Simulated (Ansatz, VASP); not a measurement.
## Sn: VASP beside Ansatz

The input INCAR:

```
SYSTEM = Sn
PREC = Accurate
ENCUT = 520
EDIFF = 1E-6
ISMEAR = -1
SIGMA = 0.02
LREAL = .FALSE.
LASPH = .TRUE.
NELM = 60
ALGO = Normal
ISIF = 2
LWAVE = .FALSE.
LCHARG = .FALSE.
GGA = PE
NBANDS = 36
```

KPOINTS

```
regular mesh
0
G
  6 6 4
  0 0 0
```

Contents of POSCAR:

```
Sn
1.0
    4.8666886570      0.0000000000      0.0000000000
   -2.4333443285      4.0139771517      0.0000000000
    0.0000000000      0.0000000000      7.6138918648
Sn
4
Direct
    0.3304699513      0.6609399026     -0.0019420701
    0.6695300487      0.3390600974      0.4980579299
    0.3304699513      0.6609399026      0.3769420701
    0.6695300487      0.3390600974      0.8769420701
```

Input for Ansatz:

```yaml
crystal:
  lattice:
    - [4.866688657, 0.0, 0.0]
    - [-2.4333443285, 4.0139771517, 0.0]
    - [0.0, 0.0, 7.6138918648]
  atoms:
    - { symbol: Sn, position: [0.3304699513, 0.6609399026, -0.0019420701] }
    - { symbol: Sn, position: [0.6695300487, 0.3390600974, 0.4980579299] }
    - { symbol: Sn, position: [0.3304699513, 0.6609399026, 0.3769420701] }
    - { symbol: Sn, position: [0.6695300487, 0.3390600974, 0.8769420701] }
kpoints:
  mp_grid: { grid: [6, 6, 4] }
  band_path:
    path:
      - [0.0, 0.0, 0.0]
      - [0.5, 0.0, 0.0]
      - [0.3333333333, 0.3333333333, 0.0]
      - [0.0, 0.0, 0.5]
      - [0.5, 0.0, 0.5]
      - [0.3333333333, 0.3333333333, 0.5]
      - [-0.093831, 0.026286, 0.0]
      - [0.0, 0.0, 0.359375]
    npoints: 1
hamiltonian:
  xc: pbe
scf:
  occupations: { method: fermi_dirac, width: 0.02 }
  n_extra_bands: 5
output:
  forces: true
  stress: true
  eigenvalues: true
```

Change from the starting cell: uniaxial_x strain +5.0%.

Alike in both runs: task single point; functional PBE; k mesh 6 × 6 × 4; occupations fermi-dirac, width 0.02 eV; no spin polarisation.

```csv
,VASP,Ansatz
version,VASP 6.6.1,Ansatz 0.2.0
potentials or method,"VASP PAW PBE potentials, release 64 (Sn_d)","plane waves, PAW"
plane-wave cutoff (eV),520,420
valence electrons in the cell,56,56
```

```csv
,VASP,Ansatz,Ansatz less VASP
pressure (GPa),-0.4,-0.3,+0.04
largest component of the traceless stress (GPa),1.36,1.36,+0.001
rms of the force components (eV/Å),0.016,0.017,+0.0004
```

Atom by atom the forces differ by 0.001 eV/Å (rms over components).
